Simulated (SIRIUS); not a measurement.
Sb under changes of volume

One of the cells (32.186 Å³/atom); the others are scaled copies at fixed shape and fractional positions:

```
CELL_PARAMETERS angstrom
3.18093 0.00000 0.00000
0.00000 3.18093 0.00000
0.00000 0.00000 3.18093
ATOMIC_POSITIONS crystal
Sb 0.00000 0.00000 0.00000
```

This isn't the form of Sb at room conditions, which is rhombohedral.

| Quantity | Value |
| --- | --- |
| Program | SIRIUS 7.12.0 |
| Functional | PBEsol |
| Potentials or basis | PseudoDojo 0.4.1 PBEsol standard (scalar relativistic) |
| Cutoff | 1102 eV |
| Density cutoff | 4408 eV |
| k mesh | 8 × 8 × 8 |
| Occupations | fermi-dirac, width 0.05 eV |
| Spin | no spin polarisation |

```csv
volume (Å³/atom),energy over the lowest point (meV/atom),pressure (GPa)
29.661,0.00,-1.6
30.292,8.54,-2.8
30.923,?,?
32.186,57.96,-5.5
32.817,80.83,-6.2
33.448,106.28,-6.8
```

What does the run at 30.923 Å³/atom give?

Energy over the lowest point 21.39 meV/atom; pressure -3.8 GPa.

Worked out: A Birch-Murnaghan fit of order 3 (a polynomial in V^(-2/3)) to the other rows has its minimum at 28.91 Å³/atom, just outside them, with B0 = V·E''(V) = 66 GPa and B' = 4.8. It gives 21.37 meV/atom at 30.923 Å³/atom, against the run's 21.39, and -dE/dV = -3.8 GPa, against -3.8.

Energies are extrapolated to zero smearing.
